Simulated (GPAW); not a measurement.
Crystal: GaAs.

```
As Ga
1.0
     0.00000    2.82685    2.82685
     2.82685    0.00000    2.82685
     2.82685    2.82685    0.00000
As Ga
1 1
Direct
  0.75000 0.75000 0.75000
  0.00000 0.00000 0.00000
```

Base run:

- Program: GPAW 26.7.0
- Functional: PBEsol
- Potentials or basis: PAW data sets generated in the run's folder for this functional
- Cutoff: 600 eV
- Basis: pw
- k mesh: 8 × 8 × 8
- Occupations: fermi-dirac, width 0.05 eV
- Spin: no spin polarisation

Its results: band gap on the k mesh 0.51 eV, direct; pressure 1.3 GPa.

Problem. The run is repeated on the same cell with these changes: spin from no spin polarisation to spin-orbit coupling, no magnetisation. What comes out?

Solution. Band gap on the k mesh 0.40 eV, direct; pressure 1.3 GPa.

Spin-orbit coupling splits the band edges, which narrows the gap.

Caveats: spin-orbit coupling was added after a scalar SCF, so levels and gaps hold it while energy, forces, pressure and moments don't (some runs); this program's spin-orbit splittings come out too wide for heavy elements (some runs).
